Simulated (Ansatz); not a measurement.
## Electric field gradients in GaN

```
CELL_PARAMETERS angstrom
2.96746 0.00000 0.00000
-1.48373 2.56989 0.00000
0.00000 0.00000 5.03274
ATOMIC_POSITIONS crystal
Ga 0.00000 0.00000 0.00000
Ga 0.00000 0.00000 0.50000
N 0.33333 0.66667 0.25000
N 0.66667 0.33333 0.75000
```

Atoms are numbered in the order listed.

The structure comes from a relaxation in the same program, started in the NiAs type, and has space group P6_3/mmc. Whether it is a known phase or the ground state wasn't checked.

All numbers are computed: DFT, r2SCAN, all-electron PAW with datasets made for the crystal, scalar-relativistic (Ansatz 0.2.0); DFT, r2SCAN, PAW with Ansatz's default frozen-core files, scalar-relativistic (Ansatz 0.2.0).

For the crystal-made all-electron datasets (AE datasets): a Γ-centred 12×12×7 k mesh, Fermi–Dirac smearing of 0.08 eV, cutoff 380 eV (chosen by the program for this cell), no spin polarisation. PAW takes a cutoff of 500 eV at this cell (files made with PBE, cores remade for this functional). The Ansatz runs share mesh, smearing and spin set-up.

Vzz is the principal value of largest size of the traceless field-gradient tensor, in 10²¹ V/m², and η = (Vxx − Vyy)/Vzz with |Vzz| ≥ |Vyy| ≥ |Vxx|.

```csv
site,site symmetry,"Vzz (η), AE datasets","Vzz (η), PAW"
Ga1,-3m.,?,?
N3,-6m2,1.15 (η = 0.00),1.17 (η = 0.00)
```

(1) What belongs in the row "Ga1", column "Vzz (η), AE datasets"?

(2) Give the missing entry: row "Ga1", column "Vzz (η), PAW".

(3) Taking Q(N-14) = 0.0204 b, what quadrupole coupling constant follows at N3 from AE datasets?

Results:

(1) -1.36 (η = 0.00).

(2) -1.20 (η = 0.00).

(3) Cq = eQVzz/h = 24.180 MHz × 0.0204 × (1.15) = 0.567 MHz.
